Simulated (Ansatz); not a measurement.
Si2W:

```
W Si
1.0
    -1.60690    1.60690    3.91495
     1.60690   -1.60690    3.91495
     1.60690    1.60690   -3.91495
W Si
1 2
Cartesian
  0.0000 0.0000 0.0000
  0.0000 0.0000 5.2092
  0.0000 0.0000 2.6207
```

```yaml
Program: Ansatz 0.2.0
Task: relaxation of cell and atoms
Functional: RPBE
Potentials_or_basis: Ansatz PAW
Cutoff: "420 eV (not typed: the program's choice for these potentials)"
k_mesh: 12 × 12 × 12
Occupations: fermi-dirac, width 0.05 eV
Spin: no spin polarisation
```

At the start: volume 13.48 Å³/atom.

Problem. Where does the relaxation end?

Solution. It ends after 5 steps and the volume is 13.84 Å³/atom (+2.7 %); space group I4/mmm (No. 139, to 0.05 Å).

The path:
```
step  energy change (eV)  largest force (eV/Å)  volume (Å³)
   1              0.0000                0.1119        40.44
   2             -0.0171                0.0528        41.93
   3             -0.0201                0.0122        41.54
   4             -0.0201                0.0027        41.52
   5             -0.0204                0.0027        41.52
```

Final structure:
```
W Si
1.0
    -1.62122    1.62122    3.94944
     1.62122   -1.62122    3.94944
     1.62122    1.62122   -3.94944
W Si
1 2
Direct
  0.00000 0.00000 0.00000
  0.66558 0.66558 0.00000
  0.33442 0.33442 0.00000
```

Caveat: the plane-wave basis is chosen anew once the cell has moved, so the energies of steps on either side of that aren't comparable; the PAW data sets come from PBE, with cores solved anew for the run's functional, which leaves a small shift of forces and pressure.
